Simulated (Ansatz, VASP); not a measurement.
**LiCl: VASP beside Ansatz**

```
CELL_PARAMETERS angstrom
6.85522 0.00000 0.00000
0.00000 6.85522 0.00000
0.00000 0.00000 3.63756
ATOMIC_POSITIONS crystal
Li 0.66211 0.66211 0.50000
Li 0.16211 0.83789 0.25000
Li 0.33789 0.33789 0.00000
Li 0.83789 0.16211 0.75000
Cl 0.82935 0.82935 0.00000
Cl 0.32935 0.67065 0.75000
Cl 0.17065 0.17065 0.50000
Cl 0.67065 0.32935 0.25000
```

Alike in both runs: functional PBE; k mesh 4 × 4 × 6; occupations gaussian, width 0.02 eV; no spin polarisation.

Ansatz relaxed the structure, and its values are those at the end. VASP's run is a single point on that final structure, the one shown.

|  | VASP | Ansatz |
| --- | --- | --- |
| version | VASP 6.6.1 | Ansatz 0.2.0 |
| potentials or method | VASP PAW PBE potentials, release 64 (Li_sv, Cl) | scalar-relativistic, plane waves, PAW |
| plane-wave cutoff (eV) | 520 | 420 |
| valence electrons in the cell | 40 | 40 |

Ansatz gave:

| Item | Value |
| --- | --- |
| gap on the k mesh at the Fermi level (eV) | 5.58 |
| least direct gap on the mesh (eV) | 5.62 |
| rms of the force components (eV/Å) | 0.005 |

Q: What did VASP give for the same quantities?

A: gap on the k mesh at the Fermi level (eV): 5.58; least direct gap on the mesh (eV): 5.63; rms of the force components (eV/Å): 0.005.

 Expect the measured gap to be larger: semilocal functionals such as PBE lack the derivative discontinuity. A k mesh can miss the band edges.
